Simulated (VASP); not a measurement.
**VASP inputs for Ge (strained lonsdaleite (2H))**

INCAR

```
EDIFF = 1E-7
LCHARG = .FALSE.
SIGMA = 0.02
IBRION = -1
GGA = PE
NELM = 120
ISMEAR = -1
ISIF = 2
ENCUT = 520
PREC = Accurate
LWAVE = .FALSE.
LASPH = .TRUE.
LREAL = .FALSE.
NSW = 0
NBANDS = 36
```

KPOINTS

```
KPOINTS created by Atomic Simulation Environment
0
Gamma
12 12 4
0 0 0
```

KPOINTS_OPT

```
special points
8
Reciprocal
0.0000000000 0.0000000000 0.0000000000 1
0.5000000000 0.0000000000 0.0000000000 1
0.3333333333 0.3333333333 0.0000000000 1
0.0000000000 0.0000000000 0.5000000000 1
0.5000000000 0.0000000000 0.5000000000 1
0.3333333333 0.3333333333 0.5000000000 1
-0.0052080000 0.0026040000 0.0000000000 1
0.0000000000 0.0000000000 -0.0523270000 1
```

POSCAR

```
Ge
 1.0000000000000000
     3.9976152111186534   -0.0000000000288675    0.0000000000000000
    -1.9988076055343267    3.4620363273982795    0.0000000000000000
     0.0000000000000000    0.0000000000000000    6.7906041008000004
 Ge
   4
Cartesian
  0.0000000000166670  2.3080242182558965  0.0127642140585688
  1.9988076055676602  1.1540121091135145  3.4080662644585682
  0.0000000000166670  2.3080242182558965  2.5337123237414305
  1.9988076055676602  1.1540121091135145  5.9290143741414312
```

VASP ran with the recommended PBE PAW datasets (56 valence electrons in the cell).

Question: Estimate the main results of this run.

Answer: gap between bands v and c -0.02 eV (bands overlap: a metal); least direct gap 0.00 eV; pressure 0.9 GPa; largest force 0.03 eV/Å.

Band v is the last that the valence electrons fill when counted band by band, and c is the next. Levels in eV from the top of v:

| point | v−1 | v | c | c+1 |
| --- | --- | --- | --- | --- |
| Γ | -0.45 | 0.00 | 0.00 | 0.00 |
| M | -2.88 | -1.56 | 0.56 | 1.31 |
| K | -3.49 | -3.33 | 1.32 | 3.91 |
| A | -0.87 | -0.87 | 0.67 | 0.67 |
| L | -2.42 | -2.42 | 0.29 | 0.29 |
| H | -2.23 | -2.23 | 0.91 | 0.91 |
